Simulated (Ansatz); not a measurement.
## SrO (zincblende): gap against strain (uniaxial along z, other directions held)

SrO (zincblende), relaxed with r2SCAN in Ansatz, then strained (uniaxial along z, other directions held; changes of length per length, axes as in the cell below) with the atoms relaxed again within the symmetry that is left. Space group F-43m (No. 216), cubic; conventional cell a = 5.585 Å, 21.77 Å³ an atom. Sr is surrounded by 4 O at 2.42 Å; O is surrounded by 4 Sr at 2.42 Å. These are computed values for a spin-unpolarised cell that may be hypothetical; none is a measurement.

```
CELL_PARAMETERS angstrom
0.00000 2.79228 2.79228
2.79228 0.00000 2.79228
2.79228 2.79228 0.00000
ATOMIC_POSITIONS crystal
Sr 0.00000 0.00000 0.00000
O 0.25000 0.25000 0.25000
```

Gaps are the least over each mesh (PBE 8×8×8, r2SCAN 8×8×8 when unstrained) and the special points, which keep their unstrained names; stress is the change from the unstrained cell, compression positive.

| strain (%) | gap, PBE (eV) | gap, r2SCAN (eV) | edges, r2SCAN | stress along the strain, r2SCAN (GPa) | energy rise, r2SCAN (meV/atom) |
| --- | --- | --- | --- | --- | --- |
| 0.0 | 2.519 | 2.889 | W → Γ | 0.00 | 0.0 |
| +0.35 | 2.509 | 2.878 | W → Γ | -0.25 | 0.1 |
| +0.45 | 2.506 | 2.875 | W → Γ | -0.32 | 0.1 |
| +1.5 | 2.475 | 2.844 | W → Γ | -1.08 | 1.1 |
| +2.02 | 2.459 | 2.828 | W → Γ | -1.46 | 2.0 |
